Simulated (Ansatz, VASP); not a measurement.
**Two plane-wave programs on PbS**

Contents of INCAR:

```
SYSTEM = PbS
  PREC = Accurate
  ENCUT = 520
  EDIFF = 1E-8
  ISMEAR = -1
  SIGMA = 0.01
  LREAL = .FALSE.
  LASPH = .TRUE.
  NELM = 100
  ALGO = Normal
  ISIF = 2
  LWAVE = .FALSE.
  LCHARG = .FALSE.
  GGA = PE
  LEFG = .TRUE.
  NBANDS = 17
```

Contents of KPOINTS:

```
regular mesh
0
G
  8 8 8
  0 0 0
```

Contents of POSCAR:

```
PbS
1.0
    0.0000000000      2.9249275202      2.9249275202
    2.9249275202      0.0000000000      2.9249275202
    2.9249275202      2.9249275202      0.0000000000
Pb S
1 1
Direct
    0.0000000000      0.0000000000      0.0000000000
    0.5000000000      0.5000000000      0.5000000000
```

Input for Ansatz:

```yaml
crystal:
  lattice:
    - [0.0, 2.9249275202, 2.9249275202]
    - [2.9249275202, 0.0, 2.9249275202]
    - [2.9249275202, 2.9249275202, 0.0]
  atoms:
    - { symbol: Pb, position: [0.0, 0.0, 0.0] }
    - { symbol: S, position: [0.5, 0.5, 0.5] }
kpoints:
  mp_grid: { grid: [8, 8, 8] }
scf:
  occupations: { method: fermi_dirac, width: 0.01 }
hamiltonian:
  xc: pbe
  pseudopotentials: { kind: paw }
output:
  forces: true
  stress: true
  eigenvalues: true
  efg: { contact_densities: true }
```

Change from the starting cell: volume scaled by 0.96, PAW files.

Alike in both runs: task electric field gradients; functional PBE; k mesh 8 × 8 × 8; occupations fermi-dirac, width 0.01 eV; no spin polarisation.

```csv
,VASP,Ansatz
version,VASP 6.6.1,Ansatz 0.2.0
potentials or method,"VASP PAW PBE potentials, release 64 (Pb_d, S)","PAW with Ansatz's default frozen-core files, scalar-relativistic"
plane-wave cutoff (eV),520,420
valence electrons in the cell,20,20
```

Ansatz gave:

| Item | Value |
| --- | --- |
| pressure (GPa) | 5.1 |
| Vzz of the field gradient on the site that differs most (V/Å²) | 0.0 |

Q: Which values does VASP return?

A: Pressure (GPa): 5.0; Vzz of the field gradient on the site that differs most (V/Å²): 0.0.

Ansatz warned: «gradients_without_spin_orbit».

Caveats: spin-orbit coupling is left out, which as a rule narrows the gap of such compounds by several tenths of an eV.
